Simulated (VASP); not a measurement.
Runs of VASP 6.6.1 on CdTe. The structure is cubic, space group F-43m (No. 216). Conventional cell: a = 6.496 Å, b = 6.496 Å, c = 6.496 Å, α = 90.00°, β = 90.00°, γ = 90.00°. Cd (site symmetry -43m) is surrounded by 4 Te at 2.81 Å. Te (site symmetry -43m) is surrounded by 4 Cd at 2.81 Å. 

| task | level | cell | k mesh | cutoff (eV) | grid for exact exchange (PRECFOCK) | screening parameter | exchange at q = 0 | share of exact exchange | gap on the mesh (eV) | pressure (GPa) |
| --- | --- | --- | --- | --- | --- | --- | --- | --- | --- | --- |
| relaxation of cell and atoms | PBEsol | relaxed | 8 × 8 × 8 | 600 | - | - | - | - | 0.64 | 0.0 |
| band structure | HSE06 | as given | 6 × 6 × 6 | 520 | Fast | 0.2 1/A | - | - | (a) | 1.3 |
| band structure | PBE-EpsX | as given | 6 × 6 × 6 | 520 | Fast | - | truncated | 0.0946 | 1.25 | (b) |
| band structure | PBE0 | as given | 6 × 6 × 6 | 520 | Fast | - | truncated | - | 2.12 | 1.2 |

Alike in all rows: potentials or basis VASP PAW PBE potentials, release 64 (Cd, Te); no spin polarisation; smearing gaussian 0.03 eV.

Task: Estimate the missing entries.

Result: (a) 1.54; (b) 1.9.

Caveats: the PAW data sets were made with another functional, which shifts forces and pressure a little; spin-orbit coupling is left out, which moves the levels of the heavy elements; the relaxation stopped at its first step, so nothing moved (some runs).

A k mesh can miss the band edges, and the runs leave out spin-orbit coupling on Cd, Te.

Runs at the PBE level aren't shown here.
